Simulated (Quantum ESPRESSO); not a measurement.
# Nb under changes of volume

One of the cells (18.428 Å³/atom); the others are scaled copies at fixed shape and fractional positions:

```
CELL_PARAMETERS angstrom
-1.66395 1.66395 1.66395
1.66395 -1.66395 1.66395
1.66395 1.66395 -1.66395
ATOMIC_POSITIONS crystal
Nb 0.00000 0.00000 0.00000
```

| Quantity | Value |
| --- | --- |
| Program | Quantum ESPRESSO 7.5 |
| Functional | SCAN |
| Potentials or basis | SG15 PBE 1.2 |
| Cutoff | 952 eV |
| Density cutoff | 3810 eV |
| k mesh | 8 × 8 × 8 |
| Occupations | fermi-dirac, width 0.05 eV |
| Spin | no spin polarisation |

| volume (Å³/atom) | energy over the lowest point (meV/atom) | pressure (GPa) |
| --- | --- | --- |
| 17.322 | ? | ? |
| 17.691 | 3.93 | 3.3 |
| 18.060 | 0.00 | -0.6 |
| 18.428 | 4.78 | -4.3 |
| 18.797 | 17.62 | -7.6 |
| 19.165 | 37.96 | -10.8 |
| 19.534 | 65.27 | -13.6 |

What does the run at 17.322 Å³/atom give?

Energy over the lowest point 17.29 meV/atom; pressure 7.5 GPa.

Worked out: A Birch-Murnaghan fit of order 3 (a polynomial in V^(-2/3)) to the other rows has its minimum at 18.04 Å³/atom with B0 = V·E''(V) = 186 GPa (rough, since the energies scatter). It gives 17.25 meV/atom at 17.322 Å³/atom, against the run's 17.29, and -dE/dV = 7.9 GPa, against 7.5.

Energies are extrapolated to zero smearing.

Caveats: the potentials were made for another functional, which shifts forces and pressure.
